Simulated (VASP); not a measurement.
# Si (Fd-3m) in VASP: notebook, part 2 of 2

VASP 6.6.1. The steps go on from the part before.

**3. Relaxation of cell and atoms, PBEsol**

File INCAR:

```
ALGO     = Fast           # electronic algorithm
EDIFF    = 1E-6           # SCF threshold, eV
EDIFFG   = -0.005         # ionic threshold
ENCUT    = 600            # plane-wave cutoff, eV
GGA      = PS             # functional
IBRION   = 2              # ionic algorithm
ISIF     = 3              # what is computed and relaxed
ISMEAR   = 0              # smearing method
LASPH    = True           # aspherical terms in the spheres
LCHARG   = False          # write CHGCAR
LREAL    = False          # projectors in reciprocal space
LWAVE    = False          # write WAVECAR
NELM     = 100            # most SCF steps
NSW      = 100            # ionic steps
PREC     = Accurate       # precision mode
SIGMA    = 0.02           # smearing width, eV
```

File KPOINTS:

```
k-points
0
Gamma
  12 12 12
```

File POSCAR:

```
Si
1.0
    0.0000000000      2.7169170501      2.7169170501
    2.7169170501      0.0000000000      2.7169170501
    2.7169170501      2.7169170501      0.0000000000
Si
2
Direct
    0.2500000000      0.2500000000      0.2500000000
    0.0000000000      0.0000000000      0.0000000000
```

Potentials or basis: VASP PAW PBE potentials, release 64 (Si).

Command:

```sh
> cat potpaw_PBE.64/Si/POTCAR > POTCAR
> mpirun -np 1 vasp_std > vasp.out
```

OUTCAR:

```text
EDIFF = 1E-6
   EDIFFG = -0.005
   ENCUT = 600
   GGA = PS
   IBRION = 2
   ISIF = 3
   ISMEAR = 0
   LASPH = True
   LREAL = False
   NELM = 100
   NSW = 100
   PREC = Accurate

 ion  position               nearest neighbor table
   1  0.250  0.250  0.250-   2 2.35   2 2.35   2 2.35   2 2.35
   2  0.000  0.000  0.000-   1 2.35   1 2.35   1 2.35   1 2.35

  LATTYP: Found a face centered cubic cell.
 ALAT       =     5.4338341002

  Lattice vectors:

 A1 = (   0.0000000000,   2.7169170501,   2.7169170501)
 A2 = (   2.7169170501,   0.0000000000,   2.7169170501)
 A3 = (   2.7169170501,   2.7169170501,   0.0000000000)

Analysis of symmetry for initial positions (statically):
=====================================================================
 Subroutine PRICEL returns:
 Original cell was already a primitive cell.

 Routine SETGRP: Setting up the symmetry group for a
 face centered cubic supercell.

 Subroutine GETGRP returns: Found 48 space group operations
 (whereof 24 operations were pure point group operations)
 out of a pool of 48 trial point group operations.

The static configuration has the point symmetry T_d .
 The point group associated with its full space group is O_h .

Analysis of symmetry for dynamics (positions and initial velocities):
=====================================================================
 Subroutine PRICEL returns:
 Original cell was already a primitive cell.

 Routine SETGRP: Setting up the symmetry group for a
 face centered cubic supercell.

 Subroutine GETGRP returns: Found 48 space group operations
 (whereof 24 operations were pure point group operations)
 out of a pool of 48 trial point group operations.

The dynamic configuration has the point symmetry T_d .
 The point group associated with its full space group is O_h .

 Subroutine INISYM returns: Found 48 space group operations
 (whereof 24 operations are pure point group operations),
 and found     1 'primitive' translations

[... 135 lines left out ...]

 number of electron       7.9999999 magnetization

 Free energy of the ion-electron system (eV)
  ---------------------------------------------------
  ext. energy  EPLUGINS =         0.00000000
  ---------------------------------------------------
  free energy    TOTEN  =       -11.49319893 eV

  energy without entropy =      -11.49319893  energy(sigma->0) =      -11.49319893

------------------------ aborting loop because EDIFF is reached ----------------------------------------

  FORCE on cell =-STRESS in cart. coord.  units (eV):
  Direction    XX          YY          ZZ          XY          YZ          ZX
  --------------------------------------------------------------------------------------
  -------------------------------------------------------------------------------------
  Total        0.0280533      0.0280533      0.0280533     -0.0000000      0.0000000      0.0000000
  in kB        1.1205611      1.1205611      1.1205611     -0.0000000      0.0000000      0.0000000
  external PRESSURE =       1.1205611 kB  Pullay stress =       0.0000000 kB
[... 59 lines left out ...]
--------------------------------------- Ionic step        3  -------------------------------------------

 number of electron       7.9999999 magnetization

 Free energy of the ion-electron system (eV)
  ---------------------------------------------------
  ext. energy  EPLUGINS =         0.00000000
  ---------------------------------------------------
  free energy    TOTEN  =       -11.49321166 eV

  energy without entropy =      -11.49321166  energy(sigma->0) =      -11.49321166

 E-fermi :   5.8514     XC(G=0):  -9.5431

 val. band max:        5.7622079894   @ k =   0.0000   0.0000   0.0000
 cond. band min:       6.2236810001   @ k =   0.4167   0.4167   0.0000
 fundamental gap:      0.4614730107
 Fermi energy:         5.8513879198

 k-point     1 :       0.0000    0.0000    0.0000
  band No.  band energies     occupation
      1      -6.2092      2.00000
      2       5.7622      2.00000
      3       5.7622      2.00000
      4       5.7622      2.00000
      5       8.2785      0.00000
      6       8.2785      0.00000
      7       8.2785      0.00000
      8       9.0554      0.00000
[... 243 lines left out ...]
 k-point    24 :      -0.4167    0.1667    0.0000
  band No.  band energies     occupation
      1      -3.5931      2.00000
      2      -1.0281      2.00000
      3       2.7439      2.00000
      4       4.1626      2.00000
      5       7.8612      0.00000
      6       9.7540      0.00000
      7      10.0970      0.00000
      8      13.6455      0.00000

 [... further k-points ...]

------------------------ aborting loop because EDIFF is reached ----------------------------------------

  FORCE on cell =-STRESS in cart. coord.  units (eV):
  Direction    XX          YY          ZZ          XY          YZ          ZX
  --------------------------------------------------------------------------------------
  -------------------------------------------------------------------------------------
  Total        0.0016020      0.0016020      0.0016020      0.0000000     -0.0000000     -0.0000000
  in kB        0.0639278      0.0639278      0.0639278      0.0000000     -0.0000000     -0.0000000
  external PRESSURE =       0.0639278 kB  Pullay stress =       0.0000000 kB
[... 17 lines left out ...]
  FREE ENERGIE OF THE ION-ELECTRON SYSTEM (eV)
  ---------------------------------------------------
  free  energy   TOTEN  =       -11.4932116623 eV

  energy  without entropy=      -11.4932116623  energy(sigma->0) =      -11.49321166

 reached required accuracy - stopping structural energy minimisation
```

OSZICAR:

```text
N       E                     dE             d eps       ncg     rms          rms(c)
DAV:   1     0.782145304850E+01    0.78215E+01   -0.36161E+03  1152   0.877E+02
DAV:   2    -0.114170769917E+02   -0.19239E+02   -0.18361E+02  1688   0.856E+01
DAV:   3    -0.117141181396E+02   -0.29704E+00   -0.29704E+00  1544   0.131E+01
[... 17 lines left out ...]
       N       E                     dE             d eps       ncg     rms          rms(c)
DAV:   1    -0.114932174200E+02   -0.16743E-04   -0.23921E-04  1528   0.889E-02    0.144E-02
RMM:   2    -0.114932132076E+02    0.42124E-05   -0.25718E-06   985   0.128E-02    0.834E-03
RMM:   3    -0.114932115532E+02    0.16544E-05   -0.30965E-06  1140   0.113E-02    0.136E-03
RMM:   4    -0.114932116623E+02   -0.10916E-06   -0.24351E-07   627   0.441E-03
   3 F= -.11493212E+02 E0= -.11493212E+02  d E =-.127347E-04
```

Run time: 28 s. Hardware: 1 thread of Intel Xeon Platinum 8259CL at 2.50GHz (Skylake/Cascade Lake), shared host; peak memory 0.18 GiB.

Results:

- Free energy: -11.4932 eV
- Relaxed volume: 20.08 Å³/atom
- Relaxed cell: a = 3.844 Å, b = 3.844 Å, c = 3.844 Å, α = 60.00°, β = 60.00°, γ = 60.00°
- Space group after relaxing (to 0.05 Å): Fd-3m (No. 227)
- Energy gained by relaxing: 0.0 meV/atom
- Ionic steps: 3
- Pressure after relaxing: 0.0 GPa
- Band gap on the k mesh: 0.46 eV, indirect (least direct gap 2.52 eV)

Final structure:
```
CELL_PARAMETERS angstrom
0.00000 2.71782 2.71782
2.71782 0.00000 2.71782
2.71782 2.71782 0.00000
ATOMIC_POSITIONS crystal
Si 0.25000 0.25000 0.25000
Si 0.00000 0.00000 0.00000
```

Levels at points of the mesh, in eV from the valence-band top:
```tsv
k point	band 1	band 2	band 3	band 4	band 5	band 6	band 7	band 8
(0.00, 0.00, 0.00)	-11.97	0.00	0.00	0.00	2.52	2.52	2.52	3.29
(0.50, 0.00, 0.00)	-9.63	-7.00	-1.20	-1.20	1.46	3.27	3.27	7.51
(0.50, 0.50, 0.00)	-7.82	-7.82	-2.87	-2.87	0.59	0.59	10.04	10.04
```

Caveat: the PAW data sets were made with another functional, which shifts forces and pressure a little.

**4. Single point, PBEsol**

This run uses another cell than the first one, of 20.16 Å³/atom, 1.005 times its volume.

File INCAR:

```
  ALGO = Normal
  EDIFF = 1E-7
  ENCUT = 520
  GGA = PS
  ISIF = 2
  ISMEAR = 0
  LASPH = T
  LCHARG = F
  LREAL = F
  LWAVE = F
  NBANDS = 11
  NELM = 100
  PREC = Accurate
  SIGMA = 0.1
```

File KPOINTS:

```
k-points
0
Gamma
  6 6 6
```

File POSCAR:

```
Si
1.0
    0.0000000000      2.7218511865      2.7218511865
    2.7218511865      0.0000000000      2.7218511865
    2.7218511865      2.7218511865      0.0000000000
Si
2
Direct
    0.2500000000      0.2500000000      0.2500000000
    0.0000000000      0.0000000000      0.0000000000
```

Command:

```sh
> cat potpaw_PBE.64/Si/POTCAR > POTCAR
> mpirun -np 1 vasp_std > vasp.out
```

It took 7 s on 1 thread of Intel Xeon Platinum 8259CL at 2.50GHz (Skylake/Cascade Lake), shared host; peak memory 0.15 GiB.

The run converged. Its results:

```
Free energy            : -11.4675 eV
Pressure               : -0.3 GPa
Band gap on the k mesh : 0.60 eV, indirect (least direct gap 2.51 eV)
```

Levels at points of the mesh, in eV from the valence-band top:
```
           k point  band 1  band 2  band 3  band 4  band 5  band 6  band 7  band 8
(0.00, 0.00, 0.00)  -11.94    0.00    0.00    0.00    2.51    2.51    2.51    3.24
(0.50, 0.00, 0.00)   -9.61   -6.98   -1.20   -1.20    1.44    3.27    3.27    7.50
(0.50, 0.50, 0.00)   -7.81   -7.81   -2.86   -2.86    0.60    0.60   10.00   10.00
```

Caveat: the PAW data sets were made with another functional, which shifts forces and pressure a little. A k mesh can miss the band edges.

**5. Summary**

```csv
task,cell,k mesh,cutoff (eV),smearing,gap on the mesh (eV),pressure (GPa)
single point,"Fd-3m, 20.06 Å³/atom",12 × 12 × 12,520,gaussian 0.02 eV,0.46,0.1
relaxation of cell and atoms,relaxed,12 × 12 × 12,600,gaussian 0.02 eV,0.46,0.0
single point,"Fd-3m, 20.16 Å³/atom",6 × 6 × 6,520,gaussian 0.1 eV,0.60,-0.3
```

Alike in all rows: level PBEsol; potentials or basis VASP PAW PBE potentials, release 64 (Si); no spin polarisation.

Caveats: the PAW data sets were made with another functional, which shifts forces and pressure a little.

Absolute energies hang on the potentials; compare differences alone.
